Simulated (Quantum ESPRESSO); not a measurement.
Input of a Quantum ESPRESSO 7.5 run:

The input pw.in:

```
&CONTROL
  calculation = 'vc-relax'
  prefix = 'pwscf'
  outdir = './tmp'
  pseudo_dir = './pseudo'
  tprnfor = .true.
  tstress = .true.
  disk_io = 'low'
  nstep = 40
  forc_conv_thr = 0.0004
  etot_conv_thr = 1d-05
/
&SYSTEM
  ibrav = 0
  nat = 2
  ntyp = 1
  ecutwfc = 40
  nbnd = 8
  occupations = 'smearing'
  smearing = 'fd'
  degauss = 0.00367493
/
&ELECTRONS
  conv_thr = 4d-10
  electron_maxstep = 120
  mixing_beta = 0.5
/
&IONS
  ion_dynamics = 'bfgs'
/
&CELL
  cell_dynamics = 'bfgs'
  press = 0
  press_conv_thr = 0.3
/
ATOMIC_SPECIES
Al    26.9815 Al.upf
CELL_PARAMETERS angstrom
   2.8124553515    0.0000000000    0.0000000000
  -1.4062276757    2.4356577814    0.0000000000
   0.0000000000    0.0000000000    4.8668500000
ATOMIC_POSITIONS crystal
Al     0.3333333333    0.6666666667    0.2500000000
Al     0.6666666667    0.3333333333    0.7500000000
K_POINTS automatic
11 11 6 0 0 0
```

Potentials or basis: PseudoDojo 0.4 SR PBEsol stringent.

Run with:

```console
$ OMP_NUM_THREADS=1 mpirun -n 2 pw.x -nk 2 -in pw.in > pw.out
```

Q: Predict the band gap on the k mesh.

A: None (metal or under the smearing width).

Q: Predict the relaxed cell.

A: a = 2.834 Å, b = 2.834 Å, c = 4.684 Å, α = 90.00°, β = 90.00°, γ = 120.00°.

Q: Estimate the relaxed volume.

A: 16.29 Å³/atom.

Step by step:
```
step  energy change (eV)  largest force (eV/Å)  pressure (GPa)  volume (Å³)
   1              0.0000                0.0000           -1.46        33.34
   2             -0.0066                0.0000           -1.01        33.09
   3             -0.0128                0.0000           -0.55        32.85
   4             -0.0208                0.0000            0.06        32.56
   5             -0.0208                0.0000            0.96        32.22
   6             -0.0231                0.0000            0.47        32.39
   7             -0.0232                0.0000            0.32        32.45
   8             -0.0233                0.0000            0.19        32.50
   9             -0.0234                0.0000            0.00        32.58
```
